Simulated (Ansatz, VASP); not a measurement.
SnSe: VASP beside Ansatz

```
Sn Se
1.0
     0.00000    3.01000    3.01000
     3.01000    0.00000    3.01000
     3.01000    3.01000    0.00000
Sn Se
1 1
Direct
  0.00000 0.00000 0.00000
  0.52492 0.52492 0.47508
```

Change from the starting cell: all Se atoms moved -0.150 Å, as atom 2 towards its neighbour atom 1 (Sn) at 3.010 Å.

Alike in both runs: task single point; functional PBEsol; k mesh 8 × 8 × 8; occupations gaussian, width 0.05 eV; no spin polarisation.

|  | VASP | Ansatz |
| --- | --- | --- |
| version | VASP 6.6.1 | Ansatz 0.2.0 |
| potentials or method | VASP PAW PBE potentials, release 64 (Sn_d, Se) | scalar-relativistic, plane waves, PAW |
| plane-wave cutoff (eV) | 520 | 420 |
| valence electrons in the cell | 20 | 30 |

|  | VASP | Ansatz | Ansatz less VASP |
| --- | --- | --- | --- |
| gap on the k mesh at the Fermi level (eV) | 0.74 | 0.74 | -0.006 |
| least direct gap on the mesh (eV) | 0.74 | 0.74 | -0.006 |
| pressure (GPa) | -1.6 | -1.6 | -0.02 |
| largest component of the traceless stress (GPa) | 0.43 | 0.42 | -0.008 |
| rms of the force components (eV/Å) | 0.026 | 0.023 | -0.0031 |

Atom by atom the forces differ by 0.003 eV/Å (rms over components). The two sets of potentials don't hold the same shells in valence.

Caveats: the PAW data sets were made with another functional, which shifts forces and pressure a little (VASP); spin-orbit coupling is left out, which moves the levels of the heavy elements. A k mesh can miss the band edges.
